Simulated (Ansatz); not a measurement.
A run of Ansatz 0.2.0 is set up as follows.

File input.yaml:

```yaml
crystal:
  lattice:
    - [0.0, 2.32725273, 2.32725273]
    - [2.32725273, 0.0, 2.32725273]
    - [2.32725273, 2.32725273, 0.0]
  atoms:
    - { symbol: Cu, position: [0.0, 0.0, 0.0] }
    - { symbol: O, position: [0.25, 0.25, 0.25] }
hamiltonian:
  xc: pbe
  pseudopotentials: { kind: paw }
kpoints:
  mp_grid: { grid: [10, 10, 10] }
scf:
  occupations: { method: fermi_dirac, width: 0.05 }
output:
  forces: true
  stress: true
  eigenvalues: true
  write_density: true
  write_potential: true
  elf: true
  volumetric_format: npy
```

Potentials or basis: Ansatz PAW.

Launch:

```console
$ ansatz run input.yaml --threads 2 --pin off --max-ram 5632MiB --backend cpu --events-out ev --progress --plain --runs-dir out
```

Question: Estimate the pressure.

Answer: -9.6 GPa.

Question: What does it give for the band gap on the k mesh?

Answer: None (metal or under the smearing width).

Caveat: the pressure holds a Pulay correction of +0.6 GPa for the finite cutoff; an odd number of electrons without spin polarisation forces a metal; a magnetic or distorted state may lie lower; the run has no spin polarisation, though such a crystal can be magnetic; semilocal functionals often make such compounds metallic where correlation or magnetic order opens a gap, which also shifts bond lengths. With open d or f shells a metallic result of PBE can be an artefact of self-interaction; +U or a hybrid may open a gap.
